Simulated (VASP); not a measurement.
Write the native input for VASP 6.6.1 that does the following.

| Item | Value |
| --- | --- |
| Task | band structure |
| Functional | LDA |
| Potentials or basis | VASP PAW LDA potentials, release 64 (Cd, Se) |
| Cutoff | 520 eV |
| k mesh | 6 × 6 × 4 |
| Occupations | gaussian, width 0.02 eV |
| Spin | spin-orbit coupling, no magnetisation |
| Ladder | gaps |
| Further INCAR settings | ALGO = Normal; EDIFF = 1e-06 |

The structure of CdSe (Cadmoselite) lies in POSCAR:

```
CdSe
1.0
    4.3000000000      0.0000000000      0.0000000000
   -2.1500000000      3.7239092363      0.0000000000
    0.0000000000      0.0000000000      7.0200000000
Cd Se
2 2
Direct
    0.6666666667      0.3333333333      0.5000000000
    0.3333333333      0.6666666667      0.0000000000
    0.6666666667      0.3333333333      0.8850000000
    0.3333333333      0.6666666667      0.3850000000
```

These files were run (other wordings do the same):

INCAR

```
SYSTEM = CdSe
PREC = Accurate ; ENCUT = 520
EDIFF = 1E-6 ; ISMEAR = 0
SIGMA = 0.02 ; LREAL = .False.
LASPH = .True. ; NELM = 60
ALGO = Normal ; ISIF = 2
LWAVE = .False. ; LCHARG = .False.
MAGMOM = 0 0 0 0 0 0 0 0 0 0 0 0 ; LORBIT = 11
LSORBIT = .True. ; GGA_COMPAT = .False.
KPAR = 2
```

KPOINTS

```
Automatic mesh
0
Gamma
  6 6 4
  0 0 0
```

KPOINTS_OPT

```
path GMKGALHA,LM,KH
10
line-mode
reciprocal
 0.0000000000  0.0000000000  0.0000000000  G
 0.5000000000  0.0000000000  0.0000000000  M

 0.5000000000  0.0000000000  0.0000000000  M
 0.3333333333  0.3333333333  0.0000000000  K

 0.3333333333  0.3333333333  0.0000000000  K
 0.0000000000  0.0000000000  0.0000000000  G

 0.0000000000  0.0000000000  0.0000000000  G
 0.0000000000  0.0000000000  0.5000000000  A

 0.0000000000  0.0000000000  0.5000000000  A
 0.5000000000  0.0000000000  0.5000000000  L

 0.5000000000  0.0000000000  0.5000000000  L
 0.3333333333  0.3333333333  0.5000000000  H

 0.3333333333  0.3333333333  0.5000000000  H
 0.0000000000  0.0000000000  0.5000000000  A

 0.5000000000  0.0000000000  0.5000000000  L
 0.5000000000  0.0000000000  0.0000000000  M

 0.3333333333  0.3333333333  0.0000000000  K
 0.3333333333  0.3333333333  0.5000000000  H
```

Potentials or basis: VASP PAW LDA potentials, release 64 (Cd, Se).

Command:

```bash
$ cat potpaw_LDA.64/Cd/POTCAR potpaw_LDA.64/Se/POTCAR > POTCAR
$ mpirun -np 2 vasp_ncl > vasp.out
```

Results of the run:

```json
{
  "Pressure": "-1.4 GPa",
  "Largest force": "0.266 eV/Å",
  "Valence electrons inside the program's atomic spheres": "Cd 10.32; Se 3.85"
}
```

It took 5.9 min on 2 MPI ranks on Intel(R) Xeon(R) Platinum 8488C (Sapphire Rapids) (shared host), peak memory 0.58 GiB a rank.
